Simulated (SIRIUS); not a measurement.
# MoP under changes of volume

One of the cells (14.640 Å³/atom); the others are scaled copies at fixed shape and fractional positions:

```
Mo P
1.0
     3.24434    0.00000    0.00000
    -1.62217    2.80969    0.00000
     0.00000    0.00000    3.21213
Mo P
1 1
Cartesian
  0.0000 0.0000 0.0000
  0.0000 1.8731 1.6061
```

```yaml
Program: SIRIUS 7.12.0
Functional: PBEsol
Potentials_or_basis: PseudoDojo 0.4.1 PBEsol standard (scalar relativistic)
Cutoff: 1102 eV
Density_cutoff: 4408 eV
k_mesh: 10 × 10 × 8
Occupations: fermi-dirac, width 0.05 eV
Spin: no spin polarisation
```

```csv
volume (Å³/atom),energy over the lowest point (meV/atom),pressure (GPa)
13.492,?,?
13.779,6.57,6.4
14.066,0.00,1.1
14.640,13.00,-8.0
14.927,30.79,-11.8
15.214,55.07,-15.2
```

**Question.** What does the run at 13.492 Å³/atom give?

**Answer.** Energy over the lowest point 23.21 meV/atom; pressure 12.3 GPa.

Worked out: A Birch-Murnaghan fit of order 3 (a polynomial in V^(-2/3)) to the other rows has its minimum at 14.13 Å³/atom with B0 = V·E''(V) = 242 GPa and B' = 4.4 at fixed shape and positions, which overstates the stiffness. It gives 23.22 meV/atom at 13.492 Å³/atom, against the run's 23.21, and -dE/dV = 12.3 GPa, against 12.3.

Energies are extrapolated to zero smearing.
